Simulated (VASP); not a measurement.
# As2Pt (Sperrylite) (Pa-3) in VASP: further runs

Runs on As2Pt (Sperrylite). Level: PBE. Tasks: relaxation of the atoms.

Program: VASP 6.6.1. These are calculated values, not measurements. Logs are shortened: lines on timing, memory, paths and dates and some standing lists are left out, and cuts for length are marked.

## 1. The structure

Symmetry: Pa-3, No. 205, cubic system. The conventional cell has a = 6.056 Å, b = 6.056 Å, c = 6.056 Å, α = 90.00°, β = 90.00°, γ = 90.00°. Around As (site symmetry 3) lie 1 As at 2.44 Å and 3 Pt at 2.53 Å. Pt (site symmetry -3) has 6 As at 2.53 Å as nearest neighbours.

## 2. Relaxation of the atoms, PBE (a relaxed cell with its volume scaled by 0.96)

File INCAR:

```
SYSTEM = As2Pt
ALGO = Normal ; EDIFF = 1E-7
EDIFFG = -0.01 ; ENCUT = 300
GGA = PE ; IBRION = 2
ISIF = 2 ; ISMEAR = 0
LASPH = .TRUE. ; LCHARG = .FALSE.
LREAL = .FALSE. ; LWAVE = .FALSE.
NELM = 80 ; NSW = 40
PREC = Accurate ; SIGMA = 0.03
```

File KPOINTS:

```
k-points
0
G
  3 3 3
  0 0 0
```

File POSCAR:

```
As2Pt                                   
1.0
    5.9743927364      0.0000000000      0.0000000000
    0.0000000000      5.9743927364      0.0000000000
    0.0000000000      0.0000000000      5.9743927364
  As              Pt            
     8     4
Direct
     0.3836833063976570    0.3836833063976570    0.3836833063976570
     0.1163166936023430    0.6163166936023430    0.8836833063976570
     0.8836833063976570    0.1163166936023430    0.6163166936023430
     0.6163166936023430    0.8836833063976570    0.1163166936023430
     0.6163166936023430    0.6163166936023430    0.6163166936023430
     0.8836833063976570    0.3836833063976570    0.1163166936023430
     0.1163166936023430    0.8836833063976570    0.3836833063976570
     0.3836833063976570    0.1163166936023430    0.8836833063976570
     0.0000000000000000    0.0000000000000000    0.0000000000000000
     0.5000000000000000    0.0000000000000000    0.5000000000000000
     0.5000000000000000    0.5000000000000000    0.0000000000000000
     0.0000000000000000    0.5000000000000000    0.5000000000000000
```

Potentials or basis: VASP PAW PBE potentials, release 64 (As, Pt).

Run with:

```
$ cat potpaw_PBE.64/As/POTCAR potpaw_PBE.64/Pt/POTCAR > POTCAR
$ mpirun -np 4 vasp_std > vasp.out
```

OUTCAR:

```text
SYSTEM = As2Pt
   EDIFF = 1E-7
   EDIFFG = -0.01
   ENCUT = 300
   GGA = PE
   IBRION = 2
   ISIF = 2
   ISMEAR = 0
   LASPH = .TRUE.
   LREAL = .FALSE.
   NELM = 80
   NSW = 40
   PREC = Accurate

 ion  position               nearest neighbor table
   1  0.384  0.384  0.384-   5 2.41  10 2.49  11 2.49  12 2.49
   2  0.116  0.616  0.884-   6 2.41   9 2.49  11 2.49  12 2.49
   3  0.884  0.116  0.616-   7 2.41   9 2.49  10 2.49  12 2.49
   4  0.616  0.884  0.116-   8 2.41   9 2.49  10 2.49  11 2.49
   5  0.616  0.616  0.616-   1 2.41  10 2.49  11 2.49  12 2.49
   6  0.884  0.384  0.116-   2 2.41   9 2.49  11 2.49  12 2.49
   7  0.116  0.884  0.384-   3 2.41   9 2.49  10 2.49  12 2.49
   8  0.384  0.116  0.884-   4 2.41   9 2.49  10 2.49  11 2.49
   9  0.000  0.000  0.000-   2 2.49   3 2.49   4 2.49   6 2.49   7 2.49   8 2.49
  10  0.500  0.000  0.500-   1 2.49   3 2.49   4 2.49   5 2.49   7 2.49   8 2.49
  11  0.500  0.500  0.000-   1 2.49   2 2.49   4 2.49   5 2.49   6 2.49   8 2.49
  12  0.000  0.500  0.500-   1 2.49   2 2.49   3 2.49   5 2.49   6 2.49   7 2.49

  LATTYP: Found a simple cubic cell.
 ALAT       =     5.9743927364

  Lattice vectors:

 A1 = (   5.9743927364,   0.0000000000,   0.0000000000)
 A2 = (   0.0000000000,   5.9743927364,   0.0000000000)
 A3 = (   0.0000000000,   0.0000000000,   5.9743927364)

Analysis of symmetry for initial positions (statically):
=====================================================================
 Subroutine PRICEL returns:
 Original cell was already a primitive cell.

 Routine SETGRP: Setting up the symmetry group for a
 simple cubic supercell.

 Subroutine GETGRP returns: Found 24 space group operations
 (whereof  6 operations were pure point group operations)
 out of a pool of 48 trial point group operations.

The static configuration has the point symmetry S_6 .
 The point group associated with its full space group is T_h .

Analysis of symmetry for dynamics (positions and initial velocities):
=====================================================================
 Subroutine PRICEL returns:
 Original cell was already a primitive cell.

 Routine SETGRP: Setting up the symmetry group for a
 simple cubic supercell.

 Subroutine GETGRP returns: Found 24 space group operations
 (whereof  6 operations were pure point group operations)
 out of a pool of 48 trial point group operations.

The dynamic configuration has the point symmetry S_6 .
 The point group associated with its full space group is T_h .

 Subroutine INISYM returns: Found 24 space group operations
 (whereof  6 operations are pure point group operations),
 and found     1 'primitive' translations

----------------------------------------------------------------------------------------

                                     Primitive cell

  volume of cell :     213.2462

  direct lattice vectors                    reciprocal lattice vectors
     5.974392736  0.000000000  0.000000000     0.167381028  0.000000000  0.000000000
     0.000000000  5.974392736  0.000000000     0.000000000  0.167381028  0.000000000
     0.000000000  0.000000000  5.974392736     0.000000000  0.000000000  0.167381028

  length of vectors
     5.974392736  5.974392736  5.974392736     0.167381028  0.167381028  0.167381028

  position of ions in fractional coordinates (direct lattice)
     0.383683306  0.383683306  0.383683306
     0.116316694  0.616316694  0.883683306
     0.883683306  0.116316694  0.616316694
[... 101 lines left out ...]
   LHFCALC =     F    Hartree Fock is set to
   AEXX    =    0.0000 exact exchange contribution
   IVDW    =     0    specifies the selected vdW correction
   LEPSILON=     F    determine dielectric tensor
   LRPA    =     F    only Hartree local field effects (RPA)
 conjugate gradient relaxation of ions
 non-spin polarized calculation
 Gauss-broadening in eV      SIGMA  =   0.03
  energy-cutoff  :      300.00
  volume of cell :      213.25
 maximum number of plane-waves:      2518
 NGX is ok and might be reduce to    36
   NGX = 17   NGY = 17   NGZ = 17

[... 35 lines left out ...]
      2.29227      0.69492      5.27947        -0.040635      0.040635     -0.040635
      0.00000      0.00000      0.00000        -0.000000     -0.000000     -0.000000
      2.98720      0.00000      2.98720        -0.000000     -0.000000     -0.000000
      2.98720      2.98720      0.00000        -0.000000     -0.000000     -0.000000
      0.00000      2.98720      2.98720        -0.000000     -0.000000     -0.000000
 -----------------------------------------------------------------------------------
    total drift:                                0.000000      0.000000      0.000000

  FREE ENERGIE OF THE ION-ELECTRON SYSTEM (eV)
  ---------------------------------------------------
  free  energy   TOTEN  =       -67.7312052389 eV

  energy  without entropy=      -67.7312052389  energy(sigma->0) =      -67.73120524

--------------------------------------- Ionic step        2  -------------------------------------------

 number of electron      79.9999951 magnetization

 Free energy of the ion-electron system (eV)
  ---------------------------------------------------
  ext. energy  EPLUGINS =         0.00000000
  ---------------------------------------------------
  free energy    TOTEN  =       -67.73217246 eV

  energy without entropy =      -67.73217246  energy(sigma->0) =      -67.73217246

 E-fermi :   7.7392     XC(G=0): -11.3345

 val. band max:        7.5593318008   @ k =   0.3333   0.3333   0.0000
 cond. band min:       8.2325495153   @ k =   0.0000   0.0000   0.0000
 fundamental gap:      0.6732177145
 Fermi energy:         7.7392289691

 k-point     1 :       0.0000    0.0000    0.0000
  band No.  band energies     occupation
      1      -6.7511      2.00000
      2      -4.7220      2.00000
      3      -4.7220      2.00000
      4      -4.7220      2.00000
      5      -2.4859      2.00000
      6      -2.4859      2.00000
[... 193 lines left out ...]
     47      10.8674      0.00000
     48      10.8674      0.00000

------------------------ aborting loop because EDIFF is reached ----------------------------------------

  FORCE on cell =-STRESS in cart. coord.  units (eV):
  Direction    XX          YY          ZZ          XY          YZ          ZX
  --------------------------------------------------------------------------------------
  -------------------------------------------------------------------------------------
  Total        8.3099035      8.3099035      8.3099035     -0.0000000      0.0000000      0.0000000
  in kB       62.4345893     62.4345893     62.4345893     -0.0000000      0.0000000      0.0000000
  external PRESSURE =      62.4345893 kB  Pullay stress =       0.0000000 kB

 VOLUME and BASIS-vectors are now :
 -----------------------------------------------------------------------------
  energy-cutoff  :      300.00
  volume of cell :      213.25
      direct lattice vectors                 reciprocal lattice vectors
     5.974392736  0.000000000  0.000000000     0.167381028  0.000000000  0.000000000
     0.000000000  5.974392736  0.000000000     0.000000000  0.167381028  0.000000000
     0.000000000  0.000000000  5.974392736     0.000000000  0.000000000  0.167381028

 POSITION                                       TOTAL-FORCE (eV/Angst)
 -----------------------------------------------------------------------------------
      2.29031      2.29031      2.29031        -0.000485     -0.000485     -0.000485
      0.69688      3.68408      5.27751         0.000485      0.000485     -0.000485
      5.27751      0.69688      3.68408        -0.000485      0.000485      0.000485
      3.68408      5.27751      0.69688         0.000485     -0.000485      0.000485
      3.68408      3.68408      3.68408         0.000485      0.000485      0.000485
      5.27751      2.29031      0.69688        -0.000485     -0.000485      0.000485
      0.69688      5.27751      2.29031         0.000485     -0.000485     -0.000485
      2.29031      0.69688      5.27751        -0.000485      0.000485     -0.000485
      5.97439      5.97439      5.97439         0.000000      0.000000      0.000000
      2.98720      5.97439      2.98720         0.000000      0.000000      0.000000
      2.98720      2.98720      5.97439         0.000000      0.000000      0.000000
      5.97439      2.98720      2.98720         0.000000      0.000000      0.000000
 -----------------------------------------------------------------------------------
    total drift:                                0.000000      0.000000      0.000000

  FREE ENERGIE OF THE ION-ELECTRON SYSTEM (eV)
  ---------------------------------------------------
  free  energy   TOTEN  =       -67.7321724630 eV

  energy  without entropy=      -67.7321724630  energy(sigma->0) =      -67.73217246

 reached required accuracy - stopping structural energy minimisation
```

It took 9.5 s on 4 MPI ranks of Intel Xeon Platinum 8488C (Sapphire Rapids), shared host; peak memory 0.13 GiB.

What came out:

```
Free energy               : -67.7322 eV
Energy gained by relaxing : 0.1 meV/atom
Ionic steps               : 2
Pressure after relaxing   : 6.2 GPa
Band gap on the k mesh    : 0.67 eV, indirect (least direct gap 1.16 eV)
```

Step by step:
```tsv
step	energy change (eV)	largest force (eV/Å)	pressure (GPa)
1	0.0000	0.0704	6.28
2	-0.0010	0.0008	6.24
```

Final structure:
```xyz
12
Lattice="5.9744 0.0000 0.0000 0.0000 5.9744 0.0000 0.0000 0.0000 5.9744" Properties=species:S:1:pos:R:3 pbc="T T T"
As    2.2903    2.2903    2.2903
As    0.6969    3.6841    5.2775
As    5.2775    0.6969    3.6841
As    3.6841    5.2775    0.6969
As    3.6841    3.6841    3.6841
As    5.2775    2.2903    0.6969
As    0.6969    5.2775    2.2903
As    2.2903    0.6969    5.2775
Pt    5.9744    5.9744    5.9744
Pt    2.9872    5.9744    2.9872
Pt    2.9872    2.9872    5.9744
Pt    5.9744    2.9872    2.9872
```

Caveat: spin-orbit coupling is left out, which moves the levels of the heavy elements; an odd mesh through Γ misses points on the zone boundary, where band edges often lie.

## 3. Relaxation of the atoms, PBE (a relaxed cell with its volume scaled by 0.98)

INCAR is that of step 2.

KPOINTS is that of step 2.

POSCAR, as its differences from that of step 2:

```diff
@@ -2,5 +2,5 @@
 1.0
-    5.9743927364      0.0000000000      0.0000000000
-    0.0000000000      5.9743927364      0.0000000000
-    0.0000000000      0.0000000000      5.9743927364
+    6.0155967469      0.0000000000      0.0000000000
+    0.0000000000      6.0155967469      0.0000000000
+    0.0000000000      0.0000000000      6.0155967469
   As              Pt
```

Potentials or basis: VASP PAW PBE potentials, release 64 (As, Pt).

Run with:

```
$ cat potpaw_PBE.64/As/POTCAR potpaw_PBE.64/Pt/POTCAR > POTCAR
$ mpirun -np 4 vasp_std > vasp.out
```

Wall time 9.5 s (4 MPI ranks of Intel Xeon Platinum 8488C (Sapphire Rapids), shared host); peak memory 0.13 GiB.

It converged, with:

```
Free energy               : -67.8646 eV
Energy gained by relaxing : 0.0 meV/atom
Ionic steps               : 2
Pressure after relaxing   : 2.9 GPa
Band gap on the k mesh    : 0.59 eV, indirect (least direct gap 1.10 eV)
```

Forces in eV/Å, atoms in the order of the input:
```
As  -0.001 -0.001 -0.001
As   0.001  0.001 -0.001
As  -0.001  0.001  0.001
As   0.001 -0.001  0.001
As   0.001  0.001  0.001
As  -0.001 -0.001  0.001
As   0.001 -0.001 -0.001
As  -0.001  0.001 -0.001
Pt   0.000  0.000  0.000
Pt   0.000  0.000  0.000
Pt   0.000  0.000  0.000
Pt   0.000  0.000  0.000
```

The path:
| step | energy change (eV) | largest force (eV/Å) | pressure (GPa) |
| --- | --- | --- | --- |
| 1 | 0.0000 | 0.0339 | 2.95 |
| 2 | -0.0002 | 0.0023 | 2.93 |

Final structure:
```
As Pt
1.0
     6.01560    0.00000    0.00000
     0.00000    6.01560    0.00000
     0.00000    0.00000    6.01560
As Pt
8 4
Direct
  0.38353 0.38353 0.38353
  0.11647 0.61647 0.88353
  0.88353 0.11647 0.61647
  0.61647 0.88353 0.11647
  0.61647 0.61647 0.61647
  0.88353 0.38353 0.11647
  0.11647 0.88353 0.38353
  0.38353 0.11647 0.88353
  0.00000 0.00000 0.00000
  0.50000 0.00000 0.50000
  0.50000 0.50000 0.00000
  0.00000 0.50000 0.50000
```

Levels at points of the mesh, in eV from the valence-band top:
| k point | band 38 | band 39 | band 40 | band 41 | band 42 | band 43 |
| --- | --- | --- | --- | --- | --- | --- |
| (0.00, 0.00, 0.00) | -0.96 | -0.96 | -0.96 | 0.62 | 0.62 | 0.62 |

Caveat: spin-orbit coupling is left out, which moves the levels of the heavy elements; an odd mesh through Γ misses points on the zone boundary, where band edges often lie.

## 4. Relaxation of the atoms, PBE

INCAR is that of step 3.

KPOINTS is that of step 3.

POSCAR, as its differences from that of step 3:

```diff
@@ -2,5 +2,5 @@
 1.0
-    6.0155967469      0.0000000000      0.0000000000
-    0.0000000000      6.0155967469      0.0000000000
-    0.0000000000      0.0000000000      6.0155967469
+    6.0562439039      0.0000000000      0.0000000000
+    0.0000000000      6.0562439039      0.0000000000
+    0.0000000000      0.0000000000      6.0562439039
   As              Pt
```

Run with:

```
$ cat potpaw_PBE.64/As/POTCAR potpaw_PBE.64/Pt/POTCAR > POTCAR
$ mpirun -np 4 vasp_std > vasp.out
```

Run time: 6.7 s. Hardware: 4 MPI ranks of Intel Xeon Platinum 8488C (Sapphire Rapids), shared host; peak memory 0.13 GiB.

Results (log left out):

```
Free energy             : -67.9105 eV
Pressure after relaxing : 0.0 GPa
Band gap on the k mesh  : 0.52 eV, indirect (least direct gap 1.05 eV)
```

Final structure:
```
CELL_PARAMETERS angstrom
6.05624 0.00000 0.00000
0.00000 6.05624 0.00000
0.00000 0.00000 6.05624
ATOMIC_POSITIONS crystal
As 0.38368 0.38368 0.38368
As 0.11632 0.61632 0.88368
As 0.88368 0.11632 0.61632
As 0.61632 0.88368 0.11632
As 0.61632 0.61632 0.61632
As 0.88368 0.38368 0.11632
As 0.11632 0.88368 0.38368
As 0.38368 0.11632 0.88368
Pt 0.00000 0.00000 0.00000
Pt 0.50000 0.00000 0.50000
Pt 0.50000 0.50000 0.00000
Pt 0.00000 0.50000 0.50000
```

Levels at points of the mesh, in eV from the valence-band top:
| k point | band 36 | band 37 | band 38 | band 39 | band 40 | band 41 | band 42 | band 43 | band 44 | band 45 |
| --- | --- | --- | --- | --- | --- | --- | --- | --- | --- | --- |
| (0.00, 0.00, 0.00) | -2.42 | -2.42 | -0.94 | -0.94 | -0.94 | 0.58 | 0.58 | 0.58 | 1.74 | 3.88 |

Caveat: the relaxation stopped at its first step, so nothing moved; spin-orbit coupling is left out, which moves the levels of the heavy elements; an odd mesh through Γ misses points on the zone boundary, where band edges often lie.

## 5. Relaxation of the atoms, PBE (a relaxed cell with its volume scaled by 1.02)

INCAR is that of step 4.

KPOINTS is that of step 4.

POSCAR, as its differences from that of step 4:

```diff
@@ -2,5 +2,5 @@
 1.0
-    6.0562439039      0.0000000000      0.0000000000
-    0.0000000000      6.0562439039      0.0000000000
-    0.0000000000      0.0000000000      6.0562439039
+    6.0963526483      0.0000000000      0.0000000000
+    0.0000000000      6.0963526483      0.0000000000
+    0.0000000000      0.0000000000      6.0963526483
   As              Pt
```

Run with:

```
$ cat potpaw_PBE.64/As/POTCAR potpaw_PBE.64/Pt/POTCAR > POTCAR
$ mpirun -np 4 vasp_std > vasp.out
```

Wall time 9.5 s (4 MPI ranks of Intel Xeon Platinum 8488C (Sapphire Rapids), shared host); peak memory 0.13 GiB.

It converged, with:

```
Free energy                  : -67.8806 eV
Energy gained by relaxing    : 0.0 meV/atom
Ionic steps                  : 2
Pressure after relaxing      : -2.6 GPa
Largest force after relaxing : 0.006 eV/Å
Band gap on the k mesh       : 0.44 eV, indirect (least direct gap 1.00 eV)
```

Forces in eV/Å, atoms in the order of the input:
```
As   0.003  0.003  0.003
As  -0.003 -0.003  0.003
As   0.003 -0.003 -0.003
As  -0.003  0.003 -0.003
As  -0.003 -0.003 -0.003
As   0.003  0.003 -0.003
As  -0.003  0.003  0.003
As   0.003 -0.003  0.003
Pt   0.000  0.000  0.000
Pt   0.000  0.000  0.000
Pt   0.000  0.000  0.000
Pt   0.000  0.000  0.000
```

The path:
```
step  energy change (eV)  largest force (eV/Å)  pressure (GPa)
   1              0.0000                0.0334           -2.61
   2             -0.0003                0.0055           -2.59
```

Final structure:
```yaml
crystal:
  lattice:
    - [6.09635, 0.00000, 0.00000]
    - [0.00000, 6.09635, 0.00000]
    - [0.00000, 0.00000, 6.09635]
  atoms:
    - { symbol: As, position: [0.38384, 0.38384, 0.38384] }
    - { symbol: As, position: [0.11616, 0.61616, 0.88384] }
    - { symbol: As, position: [0.88384, 0.11616, 0.61616] }
    - { symbol: As, position: [0.61616, 0.88384, 0.11616] }
    - { symbol: As, position: [0.61616, 0.61616, 0.61616] }
    - { symbol: As, position: [0.88384, 0.38384, 0.11616] }
    - { symbol: As, position: [0.11616, 0.88384, 0.38384] }
    - { symbol: As, position: [0.38384, 0.11616, 0.88384] }
    - { symbol: Pt, position: [0.00000, 0.00000, 0.00000] }
    - { symbol: Pt, position: [0.50000, 0.00000, 0.50000] }
    - { symbol: Pt, position: [0.50000, 0.50000, 0.00000] }
    - { symbol: Pt, position: [0.00000, 0.50000, 0.50000] }
```

Levels at points of the mesh, in eV from the valence-band top:
```tsv
k point	band 38	band 39	band 40	band 41	band 42	band 43
(0.00, 0.00, 0.00)	-0.91	-0.91	-0.91	0.53	0.53	0.53
```

Caveat: spin-orbit coupling is left out, which moves the levels of the heavy elements; an odd mesh through Γ misses points on the zone boundary, where band edges often lie.

## 6. Overview

| cell | gap on the mesh (eV) | pressure (GPa) |
| --- | --- | --- |
| atoms relaxed from: a relaxed cell with its volume scaled by 0.96 | 0.67 | 6.2 |
| atoms relaxed from: a relaxed cell with its volume scaled by 0.98 | 0.59 | 2.9 |
| atoms relaxed | 0.52 | 0.0 |
| atoms relaxed from: a relaxed cell with its volume scaled by 1.02 | 0.44 | -2.6 |

Alike in all rows: task relaxation of the atoms; level PBE; potentials or basis VASP PAW PBE potentials, release 64 (As, Pt); no spin polarisation; k mesh 3 × 3 × 3; cutoff (eV) 300; smearing gaussian 0.03 eV.

Caveats: spin-orbit coupling is left out, which moves the levels of the heavy elements; an odd mesh through Γ misses points on the zone boundary, where band edges often lie; the relaxation stopped at its first step, so nothing moved (some runs).

Absolute energies hang on the potentials; compare differences alone.
